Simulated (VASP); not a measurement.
# KBr (Fm-3m) in VASP: further runs

Runs on KBr. Level: PBEsol. Tasks: relaxation of cell and atoms, relaxation of the atoms.

Everything below comes from runs of VASP 6.6.1. Logs are shortened: lines on timing, memory, paths and dates and some standing lists are left out, and cuts for length are marked.

### Step 1. The crystal as given

Symmetry: Fm-3m, No. 225, cubic system. The conventional cell has a = 6.600 Å, b = 6.600 Å, c = 6.600 Å, α = 90.00°, β = 90.00°, γ = 90.00°. K (site symmetry m-3m) is surrounded by 6 Br at 3.30 Å. Around Br (site symmetry m-3m) lie 6 K at 3.30 Å.

### Step 2. Relaxation of cell and atoms, PBEsol

The input, INCAR:

```
SYSTEM = KBr
ALGO = Normal
EDIFF = 1E-6
EDIFFG = -0.01
ENCUT = 600
GGA = PS
IBRION = 2
ISIF = 3
ISMEAR = 0
LASPH = .True.
LCHARG = .False.
LREAL = .False.
LWAVE = .False.
NELM = 80
NSW = 90
PREC = Accurate
SIGMA = 0.03
```

The input, KPOINTS:

```
k-points
0
Gamma
  8 8 8
  0 0 0
```

The input, POSCAR:

```
KBr
1.0
    0.0000000000      3.3000000000      3.3000000000
    3.3000000000      0.0000000000      3.3000000000
    3.3000000000      3.3000000000      0.0000000000
K Br
1 1
Direct
    0.0000000000      0.0000000000      0.0000000000
    0.5000000000      0.5000000000      0.5000000000
```

Potentials or basis: VASP PAW PBE potentials, release 64 (K_sv, Br).

Run with:

```
$ cat potpaw_PBE.64/K_sv/POTCAR potpaw_PBE.64/Br/POTCAR > POTCAR
$ mpirun -np 1 vasp_std > vasp.out
```

OUTCAR:

```text
SYSTEM = KBr
   EDIFF = 1E-6
   EDIFFG = -0.01
   ENCUT = 600
   GGA = PS
   IBRION = 2
   ISIF = 3
   ISMEAR = 0
   LASPH = .True.
   LREAL = .False.
   NELM = 80
   NSW = 90
   PREC = Accurate

 ion  position               nearest neighbor table
   1  0.000  0.000  0.000-   2 3.30   2 3.30   2 3.30   2 3.30   2 3.30   2 3.30
   2  0.500  0.500  0.500-   1 3.30   1 3.30   1 3.30   1 3.30   1 3.30   1 3.30

  LATTYP: Found a face centered cubic cell.
 ALAT       =     6.6000000000

  Lattice vectors:

 A1 = (   0.0000000000,   3.3000000000,   3.3000000000)
 A2 = (   3.3000000000,   0.0000000000,   3.3000000000)
 A3 = (   3.3000000000,   3.3000000000,   0.0000000000)

Analysis of symmetry for initial positions (statically):
=====================================================================
 Subroutine PRICEL returns:
 Original cell was already a primitive cell.

 Routine SETGRP: Setting up the symmetry group for a
 face centered cubic supercell.

 Subroutine GETGRP returns: Found 48 space group operations
 (whereof 48 operations were pure point group operations)
 out of a pool of 48 trial point group operations.

The static configuration has the point symmetry O_h .

Analysis of symmetry for dynamics (positions and initial velocities):
=====================================================================
 Subroutine PRICEL returns:
 Original cell was already a primitive cell.

 Routine SETGRP: Setting up the symmetry group for a
 face centered cubic supercell.

 Subroutine GETGRP returns: Found 48 space group operations
 (whereof 48 operations were pure point group operations)
 out of a pool of 48 trial point group operations.

The dynamic configuration has the point symmetry O_h .

 Subroutine INISYM returns: Found 48 space group operations
 (whereof 48 operations are pure point group operations),
 and found     1 'primitive' translations

----------------------------------------------------------------------------------------

                                     Primitive cell

  volume of cell :      71.8740

  direct lattice vectors                    reciprocal lattice vectors
     0.000000000  3.300000000  3.300000000    -0.151515152  0.151515152  0.151515152
     3.300000000  0.000000000  3.300000000     0.151515152 -0.151515152  0.151515152
     3.300000000  3.300000000  0.000000000     0.151515152  0.151515152 -0.151515152

  length of vectors
     4.666904756  4.666904756  4.666904756     0.262431941  0.262431941  0.262431941

  position of ions in fractional coordinates (direct lattice)
     0.000000000  0.000000000  0.000000000
     0.500000000  0.500000000  0.500000000

  ion indices of the primitive-cell ions
   primitive index   ion index
                 1           1
                 2           2

----------------------------------------------------------------------------------------

 KPOINTS: k-points

Automatic generation of k-mesh.
 Grid dimensions read from file:
 generate k-points for:    8    8    8

 Generating k-lattice:

  Cartesian coordinates                     Fractional coordinates (reciprocal lattice)
    -0.018939394  0.018939394  0.018939394     0.125000000  0.000000000  0.000000000
     0.018939394 -0.018939394  0.018939394     0.000000000  0.125000000  0.000000000
     0.018939394  0.018939394 -0.018939394     0.000000000  0.000000000  0.125000000

  Length of vectors
     0.032803993  0.032803993  0.032803993

  Shift w.r.t. Gamma in fractional coordinates (k-lattice)
     0.000000000  0.000000000  0.000000000

 Subroutine IBZKPT returns following result:
 ===========================================

 Found     29 irreducible k-points:

 Following reciprocal coordinates:
            Coordinates               Weight
  0.000000  0.000000  0.000000      1.000000
  0.125000  0.000000  0.000000      8.000000
  0.250000  0.000000  0.000000      8.000000
  0.375000  0.000000  0.000000      8.000000
  0.500000  0.000000  0.000000      4.000000
  0.125000  0.125000  0.000000      6.000000
[... 16 lines left out ...]
  0.500000  0.250000  0.125000     48.000000
 -0.375000  0.250000  0.125000     24.000000
 [... further k-points ...]
   k-points           NKPTS =     29   k-points in BZ     NKDIM =     29   number of bands    NBANDS=     12
   number of dos      NEDOS =    301   number of ions     NIONS =      2
   total plane-waves  NPLWV =  64000
   dimension x,y,z NGX =    40 NGY =   40 NGZ =   40
   dimension x,y,z NGXF=    80 NGYF=   80 NGZF=   80
   ions per type =               1   1
   NGX,Y,Z   is equivalent  to a cutoff of  14.25, 14.25, 14.25 a.u.
   NGXF,Y,Z  is equivalent  to a cutoff of  28.50, 28.50, 28.50 a.u.
 SYSTEM =  KBr
   PREC   = accura    normal or accurate (medium, high low for compatibility)
   ISTART =      0    job   : 0-new  1-cont  2-samecut
   ICHARG =      2    charge: 1-file 2-atom 10-const
   ISPIN  =      1    spin polarized calculation?
   LNONCOLLINEAR =      F non collinear calculations
[... 62 lines left out ...]
  -------------------------------------------------------------------------------------
  Total       -0.1225965     -0.1225965     -0.1225965      0.0000000      0.0000000     -0.0000000
  in kB       -2.7328564     -2.7328564     -2.7328564      0.0000000      0.0000000     -0.0000000
  external PRESSURE =      -2.7328564 kB  Pullay stress =       0.0000000 kB

 VOLUME and BASIS-vectors are now :
 -----------------------------------------------------------------------------
  energy-cutoff  :      600.00
  volume of cell :       71.87
      direct lattice vectors                 reciprocal lattice vectors
     0.000000000  3.300000000  3.300000000    -0.151515152  0.151515152  0.151515152
     3.300000000  0.000000000  3.300000000     0.151515152 -0.151515152  0.151515152
     3.300000000  3.300000000  0.000000000     0.151515152  0.151515152 -0.151515152
[... 109 lines left out ...]
 POSITION                                       TOTAL-FORCE (eV/Angst)
 -----------------------------------------------------------------------------------
      0.00000      3.27024      3.27024         0.000000      0.000000      0.000000
      3.27024      3.27024      3.27024        -0.000000     -0.000000     -0.000000
 -----------------------------------------------------------------------------------
    total drift:                               -0.000000     -0.000000     -0.000000

  FREE ENERGIE OF THE ION-ELECTRON SYSTEM (eV)
  ---------------------------------------------------
  free  energy   TOTEN  =        -6.4598004190 eV

  energy  without entropy=       -6.4598004190  energy(sigma->0) =       -6.45980042

--------------------------------------- Ionic step        5  -------------------------------------------

 number of electron      16.0000001 magnetization

 Free energy of the ion-electron system (eV)
  ---------------------------------------------------
  ext. energy  EPLUGINS =         0.00000000
  ---------------------------------------------------
  free energy    TOTEN  =        -6.46003961 eV

  energy without entropy =       -6.46003961  energy(sigma->0) =       -6.46003961

 E-fermi :  -1.6002     XC(G=0):  -7.6230

 val. band max:       -1.7537207802   @ k =   0.0000   0.0000   0.0000
 cond. band min:       2.5695813454   @ k =   0.0000   0.0000   0.0000
 fundamental gap:      4.3233021257
 Fermi energy:        -1.6001653171

 k-point     1 :       0.0000    0.0000    0.0000
  band No.  band energies     occupation
      1     -29.3268      2.00000
      2     -14.0836      2.00000
      3     -12.8716      2.00000
      4     -12.8716      2.00000
      5     -12.8716      2.00000
      6      -1.7537      2.00000
      7      -1.7537      2.00000
      8      -1.7537      2.00000
      9       2.5696      0.00000
     10       5.7750      0.00000
     11       5.7750      0.00000
     12       5.7750      0.00000

 k-point     2 :       0.1250    0.0000    0.0000
  band No.  band energies     occupation
      1     -29.3258      2.00000
      2     -14.1116      2.00000
      3     -12.8724      2.00000
      4     -12.8724      2.00000
      5     -12.8327      2.00000
      6      -1.9930      2.00000
      7      -1.8099      2.00000
      8      -1.8099      2.00000
      9       2.9758      0.00000
     10       5.6624      0.00000
     11       5.9653      0.00000
     12       5.9653      0.00000
[... 316 lines left out ...]
 k-point    24 :      -0.3750    0.2500    0.1250
  band No.  band energies     occupation
      1     -29.3193      2.00000
      2     -14.1676      2.00000
      3     -12.9104      2.00000
      4     -12.8940      2.00000
      5     -12.7138      2.00000
      6      -2.7706      2.00000
      7      -2.2469      2.00000
      8      -2.1345      2.00000
      9       5.1554      0.00000
     10       5.9711      0.00000
     11       7.1213      0.00000
     12       7.5550      0.00000

 [... further k-points ...]

------------------------ aborting loop because EDIFF is reached ----------------------------------------

  FORCE on cell =-STRESS in cart. coord.  units (eV):
  Direction    XX          YY          ZZ          XY          YZ          ZX
  --------------------------------------------------------------------------------------
  -------------------------------------------------------------------------------------
  Total       -0.0075129     -0.0075129     -0.0075129      0.0000000      0.0000000     -0.0000000
  in kB       -0.1705718     -0.1705718     -0.1705718      0.0000000      0.0000000     -0.0000000
  external PRESSURE =      -0.1705718 kB  Pullay stress =       0.0000000 kB

 VOLUME and BASIS-vectors are now :
 -----------------------------------------------------------------------------
  energy-cutoff  :      600.00
  volume of cell :       70.57
      direct lattice vectors                 reciprocal lattice vectors
     0.000000000  3.279892488  3.279892488    -0.152444021  0.152444021  0.152444021
     3.279892488  0.000000000  3.279892488     0.152444021 -0.152444021  0.152444021
     3.279892488  3.279892488 -0.000000000     0.152444021  0.152444021 -0.152444021

 POSITION                                       TOTAL-FORCE (eV/Angst)
 -----------------------------------------------------------------------------------
      0.00000      0.00000      0.00000        -0.000000      0.000000      0.000000
      3.27989      3.27989      3.27989         0.000000     -0.000000     -0.000000
 -----------------------------------------------------------------------------------
    total drift:                                0.000000     -0.000000     -0.000000

  FREE ENERGIE OF THE ION-ELECTRON SYSTEM (eV)
  ---------------------------------------------------
  free  energy   TOTEN  =        -6.4600396113 eV

  energy  without entropy=       -6.4600396113  energy(sigma->0) =       -6.46003961

 reached required accuracy - stopping structural energy minimisation
```

Wall time 83 s (1 thread of Intel Xeon Platinum 8488C (Sapphire Rapids), shared host); peak memory 0.25 GiB.

Results:

```yaml
Free_energy: -6.4600 eV
Relaxed_volume: 35.28 Å³/atom
Relaxed_cell: a = 4.638 Å, b = 4.638 Å, c = 4.638 Å, α = 60.00°, β = 60.00°, γ = 60.00°
Space_group_after_relaxing_to_0.05_Å: Fm-3m (No. 225)
Energy_gained_by_relaxing: 0.6 meV/atom
Ionic_steps: 5
Pressure_after_relaxing: 0.0 GPa
Band_gap_on_the_k_mesh: 4.32 eV, direct
```

Step by step:
| step | energy change (eV) | largest force (eV/Å) | pressure (GPa) | volume (Å³) |
| --- | --- | --- | --- | --- |
| 1 | 0.0000 | 0.0000 | -0.27 | 71.87 |
| 2 | -0.0008 | 0.0000 | -0.14 | 71.24 |
| 3 | -0.0011 | 0.0000 | -0.05 | 70.81 |
| 4 | -0.0009 | 0.0000 | 0.14 | 69.95 |
| 5 | -0.0012 | 0.0000 | -0.02 | 70.57 |

Final structure:
```
K Br
1.0
     0.00000    3.27989    3.27989
     3.27989    0.00000    3.27989
     3.27989    3.27989    0.00000
K Br
1 1
Cartesian
  0.0000 0.0000 0.0000
  3.2799 3.2799 3.2799
```

Levels at points of the mesh, in eV from the valence-band top:
| k point | band 6 | band 7 | band 8 | band 9 | band 10 | band 11 |
| --- | --- | --- | --- | --- | --- | --- |
| (0.00, 0.00, 0.00) | 0.00 | 0.00 | 0.00 | 4.32 | 7.53 | 7.53 |
| (0.50, 0.00, 0.00) | -1.25 | -0.36 | -0.36 | 6.47 | 8.19 | 9.77 |
| (0.50, 0.50, 0.00) | -0.85 | -0.30 | -0.30 | 5.72 | 7.15 | 9.36 |

Caveat: the PAW data sets were made with another functional, which shifts forces and pressure a little.

### Step 3. Relaxation of cell and atoms, PBEsol

This run uses another cell than the first one, of 35.28 Å³/atom, 0.982 times its volume.

Changes to INCAR since step 2:

```diff
@@ -2,4 +2,4 @@
 ALGO = Normal
-EDIFF = 1E-6
-EDIFFG = -0.01
+EDIFF = 1E-7
+EDIFFG = -0.005
 ENCUT = 600
```

KPOINTS is that of step 2.

The input, POSCAR:

```
KBr                                     
1.0
    0.0000000000      3.2798924877      3.2798924877
    3.2798924877      0.0000000000      3.2798924877
    3.2798924877      3.2798924877     -0.0000000000
  K               Br            
     1     1
Direct
     0.0000000000000000    0.0000000000000000    0.0000000000000000
     0.5000000000000000    0.5000000000000000    0.5000000000000000
```

Potentials or basis: VASP PAW PBE potentials, release 64 (K_sv, Br).

Run with:

```
$ cat potpaw_PBE.64/K_sv/POTCAR potpaw_PBE.64/Br/POTCAR > POTCAR
$ mpirun -np 1 vasp_std > vasp.out
```

Run time: 28 s. Hardware: 1 thread of Intel Xeon Platinum 8488C (Sapphire Rapids), shared host; peak memory 0.24 GiB.

The run converged. Its results:

```
Free energy             : -6.4600 eV
Pressure after relaxing : 0.0 GPa
Band gap on the k mesh  : 4.32 eV, direct
```

Final structure:
```xyz
2
Lattice="0.0000 3.2799 3.2799 3.2799 0.0000 3.2799 3.2799 3.2799 0.0000" Properties=species:S:1:pos:R:3 pbc="T T T"
K     0.0000    0.0000    0.0000
Br    3.2799    3.2799    3.2799
```

Levels at points of the mesh, in eV from the valence-band top:
| k point | band 6 | band 7 | band 8 | band 9 | band 10 | band 11 |
| --- | --- | --- | --- | --- | --- | --- |
| (0.00, 0.00, 0.00) | 0.00 | 0.00 | 0.00 | 4.32 | 7.53 | 7.53 |
| (0.50, 0.00, 0.00) | -1.25 | -0.36 | -0.36 | 6.47 | 8.19 | 9.77 |
| (0.50, 0.50, 0.00) | -0.85 | -0.30 | -0.30 | 5.72 | 7.16 | 9.36 |

Caveat: the relaxation stopped at its first step, so nothing moved; the PAW data sets were made with another functional, which shifts forces and pressure a little.

### Step 4. Relaxation of the atoms, PBEsol (a relaxed cell with its volume scaled by 0.94)

The input, INCAR:

```
SYSTEM = KBr
ALGO = Normal
EDIFF = 1E-7
EDIFFG = -0.01
ENCUT = 600
GGA = PS
IBRION = 2
ISIF = 2
ISMEAR = 0
LASPH = .True.
LCHARG = .False.
LREAL = .False.
LWAVE = .False.
NELM = 80
NSW = 40
PREC = Accurate
SIGMA = 0.03
```

KPOINTS is that of step 3.

The input, POSCAR:

```
KBr                                     
1.0
    0.0000000000      3.2129371190      3.2129371190
    3.2129371190      0.0000000000      3.2129371190
    3.2129371190      3.2129371190      0.0000000000
  K               Br            
     1     1
Direct
     0.0000000000000000    0.0000000000000000    0.0000000000000000
     0.5000000000000000    0.5000000000000000    0.5000000000000000
```

Run with:

```
$ cat potpaw_PBE.64/K_sv/POTCAR potpaw_PBE.64/Br/POTCAR > POTCAR
$ mpirun -np 1 vasp_std > vasp.out
```

Wall time 19 s (1 thread of Intel Xeon Platinum 8488C (Sapphire Rapids), shared host); peak memory 0.21 GiB.

Results (log left out):

| Item | Value |
| --- | --- |
| Free energy | -6.4462 eV |
| Pressure after relaxing | 1.1 GPa |
| Band gap on the k mesh | 4.48 eV, direct |

Final structure:
```cif
data_structure
_symmetry_space_group_name_H-M 'P 1'
_symmetry_Int_Tables_number 1
_cell_length_a 4.5438
_cell_length_b 4.5438
_cell_length_c 4.5438
_cell_angle_alpha 60.000
_cell_angle_beta 60.000
_cell_angle_gamma 60.000
_cell_volume 66.33
loop_
_atom_site_label
_atom_site_type_symbol
_atom_site_fract_x
_atom_site_fract_y
_atom_site_fract_z
_atom_site_occupancy
K1 K 0.00000 0.00000 0.00000 1
Br1 Br 0.50000 0.50000 0.50000 1
```

Levels at points of the mesh, in eV from the valence-band top:
| k point | band 4 | band 5 | band 6 | band 7 | band 8 | band 9 | band 10 | band 11 | band 12 |
| --- | --- | --- | --- | --- | --- | --- | --- | --- | --- |
| (0.00, 0.00, 0.00) | -11.00 | -11.00 | 0.00 | 0.00 | 0.00 | 4.48 | 7.52 | 7.52 | 7.52 |
| (0.50, 0.00, 0.00) | -11.01 | -10.72 | -1.38 | -0.41 | -0.41 | 6.59 | 8.41 | 9.92 | 9.92 |
| (0.50, 0.50, 0.00) | -11.05 | -11.05 | -0.92 | -0.32 | -0.32 | 5.63 | 7.38 | 9.45 | 9.79 |

Caveat: the relaxation stopped at its first step, so nothing moved; the PAW data sets were made with another functional, which shifts forces and pressure a little. A k mesh can miss the band edges.

### Step 5. Relaxation of the atoms, PBEsol (a relaxed cell with its volume scaled by 0.96)

INCAR is that of step 4.

KPOINTS is that of step 4.

The input, POSCAR:

```
KBr                                     
1.0
    0.0000000000      3.2355641823      3.2355641823
    3.2355641823      0.0000000000      3.2355641823
    3.2355641823      3.2355641823      0.0000000000
  K               Br            
     1     1
Direct
     0.0000000000000000    0.0000000000000000    0.0000000000000000
     0.5000000000000000    0.5000000000000000    0.5000000000000000
```

Run with:

```
$ cat potpaw_PBE.64/K_sv/POTCAR potpaw_PBE.64/Br/POTCAR > POTCAR
$ mpirun -np 1 vasp_std > vasp.out
```

Run time: 24 s. Hardware: 1 thread of Intel Xeon Platinum 8488C (Sapphire Rapids), shared host; peak memory 0.24 GiB.

Results (log left out):

```yaml
Free_energy: -6.4541 eV
Pressure_after_relaxing: 0.7 GPa
Band_gap_on_the_k_mesh: 4.43 eV, direct
```

Final structure:
```yaml
crystal:
  lattice:
    - [0.00000, 3.23556, 3.23556]
    - [3.23556, 0.00000, 3.23556]
    - [3.23556, 3.23556, 0.00000]
  atoms:
    - { symbol: K, position: [0.00000, 0.00000, 0.00000] }
    - { symbol: Br, position: [0.50000, 0.50000, 0.50000] }
```

Levels at points of the mesh, in eV from the valence-band top:
```
           k point  band 5  band 6  band 7  band 8  band 9  band 10  band 11  band 12
(0.00, 0.00, 0.00)  -11.04    0.00    0.00    0.00    4.43     7.52     7.52     7.52
(0.50, 0.00, 0.00)  -10.77   -1.33   -0.39   -0.39    6.55     8.34     9.87     9.87
(0.50, 0.50, 0.00)  -11.09   -0.90   -0.31   -0.31    5.66     7.30     9.42     9.67
```

Caveat: the relaxation stopped at its first step, so nothing moved; the PAW data sets were made with another functional, which shifts forces and pressure a little.

### Step 6. Summary

```tsv
task	cell	gap on the mesh (eV)	pressure (GPa)
relaxation of cell and atoms	relaxed	4.32	0.0
relaxation of the atoms	atoms relaxed from: a relaxed cell with its volume scaled by 0.94	4.48	1.1
relaxation of the atoms	atoms relaxed from: a relaxed cell with its volume scaled by 0.96	4.43	0.7
```

Alike in all rows: level PBEsol; potentials or basis VASP PAW PBE potentials, release 64 (K_sv, Br); no spin polarisation; k mesh 8 × 8 × 8; cutoff (eV) 600; smearing gaussian 0.03 eV.

Caveats: the relaxation stopped at its first step, so nothing moved; the PAW data sets were made with another functional, which shifts forces and pressure a little.

Total energies depend on the potentials used, so only differences within one code and one set of settings carry meaning.
